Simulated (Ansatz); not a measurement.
**Ni: a trial structure relaxed**

Aim: relax Ni from this start, beta-tin type (I4_1/amd, No. 141), and see where it ends.

Method: DFT PBE, scalar-relativistic, plane waves, PAW, in Ansatz 0.2.0.

### Step 1. The starting structure

The structure is tetragonal, space group I4_1/amd (No. 141). Conventional cell: a = 4.305 Å, b = 4.305 Å, c = 2.348 Å, α = 90.00°, β = 90.00°, γ = 90.00°. Around Ni (site symmetry -4m2) lie 6 Ni at 2.23 to 2.35 Å.

Coordinates:

```
CELL_PARAMETERS angstrom
-2.15234 2.15234 1.17414
2.15234 -2.15234 1.17414
2.15234 2.15234 -1.17414
ATOMIC_POSITIONS crystal
Ni 0.00000 0.00000 0.00000
Ni 0.75000 0.25000 0.50000
```

(A quick probe on a coarse mesh, which set the mesh and smearing, is not shown.)

### Step 3. Rough relaxation on the coarse mesh

Contents of input.yaml:

```yaml
crystal:
  lattice:
    - [-2.1523410896, 2.1523410896, 1.1741417954]
    - [2.1523410896, -2.1523410896, 1.1741417954]
    - [2.1523410896, 2.1523410896, -1.1741417954]
  atoms:
    - { symbol: Ni, position: [0.0, 0.0, 0.0], spin: 0.66 }
    - { symbol: Ni, position: [0.75, 0.25, 0.5], spin: 0.66 }
basis:
  ecutwfc: 420
kpoints:
  mp_grid: { grid: [8, 8, 8] }
hamiltonian:
  xc: pbe
scf:
  occupations: { method: gaussian, width: 0.1 }
  lower_state_search: "off"
output:
  forces: true
  stress: true
  eigenvalues: true
  populations: true
magnetization:
  spin_polarized: true
relax:
  adjacent_minimum: "off"
  f_tol: 0.04
  max_steps: 70
  cell: { stress_tol: 0.4 }
```

The session goes on with these runs: relaxing cell and atoms.

What does the calculation give?

As calculated:

| quantity | value |
| --- | --- |
| cell (conventional) | a = 4.455 Å, b = 4.455 Å, c = 2.421 Å, α = 90.00°, β = 90.00°, γ = 90.00° |
| space group | I4_1/amd (No. 141) |
| volume | 12.01 Å³/atom |
| gap on the mesh | none (metal) |
| largest moment | 0.70 μB |

**Reading.** The space group stayed I4_1/amd, and from the first guess the volume went from 10.88 to 12.01 Å³/atom.
